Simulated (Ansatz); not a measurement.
The system is CdO (Monteponite).

```xyz
2
Lattice="0.0000 2.3495 2.3495 2.3495 0.0000 2.3495 2.3495 2.3495 0.0000" Properties=species:S:1:pos:R:3 pbc="T T T"
Cd    0.0000    0.0000    0.0000
O     2.3495    2.3495    2.3495
```

```yaml
Program: Ansatz 0.2.0
Task: relaxation of cell and atoms
Functional: RPBE
Dispersion: D3(BJ)
Potentials_or_basis: Ansatz PAW
Cutoff: "420 eV (not typed: the program's choice for these potentials)"
k_mesh: 10 × 10 × 10
Occupations: fermi-dirac, width 0.05 eV
Spin: no spin polarisation
```

At the start: volume 12.97 Å³/atom.

Problem. Where does the relaxation end?

Solution. It ends after 7 steps and the volume is 12.05 Å³/atom (-7.1 %); space group Fm-3m (No. 225, to 0.05 Å).

The path:
```
step  energy change (eV)  largest force (eV/Å)  volume (Å³)
   1              0.0000                0.0000        25.94
   2             -0.0670                0.0000        23.69
   3             -0.0700                0.0000        24.20
   4             -0.0702                0.0000        24.14
   5             -0.0664                0.0000        24.14
   6             -0.0665                0.0000        24.10
   7             -0.0663                0.0000        24.10
```

Final structure:
```xyz
2
Lattice="0.0000 2.2926 2.2926 2.2926 0.0000 2.2926 2.2926 2.2926 0.0000" Properties=species:S:1:pos:R:3 pbc="T T T"
Cd    0.0000    0.0000    0.0000
O     2.2926    2.2926    2.2926
```

Caveat: the plane-wave basis is chosen anew once the cell has moved, so the energies of steps on either side of that aren't comparable; the pressure holds a Pulay correction of +0.5 GPa for the finite cutoff; the PAW data sets come from PBE, with cores solved anew for the run's functional, which leaves a small shift of forces and pressure.
